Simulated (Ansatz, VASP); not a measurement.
**V in VASP and in Ansatz**

POSCAR

```
V
1.0
   -1.4938833019      1.4938833019      1.4938833019
    1.4938833019     -1.4938833019      1.4938833019
    1.4938833019      1.4938833019     -1.4938833019
V
1
Direct
    0.0000000000      0.0000000000      0.0000000000
```

The input INCAR.step1:

```
  ALGO = Normal
  EDIFF = 1E-4
  ENCUT = 520
  GGA = PE
  ISMEAR = -1
  ISPIN = 2
  LASPH = True
  LCHARG = False
  LMAXMIX = 4
  LREAL = False
  LWAVE = True
  MAGMOM = 2
  NBANDS = 16
  NELM = 150
  PREC = Accurate
  SIGMA = 0.05
```

The input INCAR.step2:

```
  ALGO = Normal
  EDIFF = 1E-7
  ENCUT = 520
  ISIF = 2
  ISMEAR = -1
  ISPIN = 2
  ISTART = 1
  LASPH = True
  LCHARG = False
  LMAXMIX = 4
  LMIXTAU = True
  LORBIT = 11
  LREAL = False
  LWAVE = False
  MAGMOM = 2
  METAGGA = R2SCAN
  NBANDS = 16
  NELM = 150
  PREC = Accurate
  SIGMA = 0.05
```

KPOINTS

```
k-points
0
Gamma
  12 12 12
```

Contents of input.yaml:

```yaml
crystal:
  lattice:
    - [-1.4938833019, 1.4938833019, 1.4938833019]
    - [1.4938833019, -1.4938833019, 1.4938833019]
    - [1.4938833019, 1.4938833019, -1.4938833019]
  atoms:
    - { symbol: V, position: [0.0, 0.0, 0.0], spin: 2.0 }
hamiltonian:
  xc: r2scan
  pseudopotentials: { kind: paw }
magnetization:
  spin_polarized: true
kpoints:
  mp_grid: { grid: [12, 12, 12] }
scf:
  occupations: { method: fermi_dirac, width: 0.05 }
output:
  forces: true
  stress: true
  eigenvalues: true
  write_density: true
  write_potential: true
  elf: true
  volumetric_format: npy
```

Alike in both runs: task single point; functional r2SCAN; k mesh 12 × 12 × 12; occupations fermi-dirac, width 0.05 eV; collinear spin.

|  | VASP | Ansatz |
| --- | --- | --- |
| version | VASP 6.6.1 | Ansatz 0.2.0 |
| potentials or method | VASP PAW PBE potentials, release 64 (V_sv) | Ansatz PAW |
| plane-wave cutoff (eV) | 520 | 500 |
| valence electrons in the cell | 13 | 13 |

```tsv
	VASP	Ansatz	Ansatz less VASP
gap on the k mesh at the Fermi level (eV)	none	none	-
pressure (GPa)	-0.3	0.3	+0.59
net moment per atom (μB)	0.00	0.49	+0.488
size of the moment on the site where the two differ most (μB)	0.00	0.39	+0.393
```

The net moments differ so much that the two runs ended in different magnetic states, which moves the other rows too. Site moments also hang on the region over which each program counts them. A gap of «none» marks a metal or a gap that the smearing closes.

Caveats: the PAW data sets were made with another functional, which shifts forces and pressure a little (VASP); the magnetic or orbital state may not be the lowest (Ansatz); the PAW data sets come from PBE, with cores solved anew for the run's functional, which leaves a small shift of forces and pressure (Ansatz).
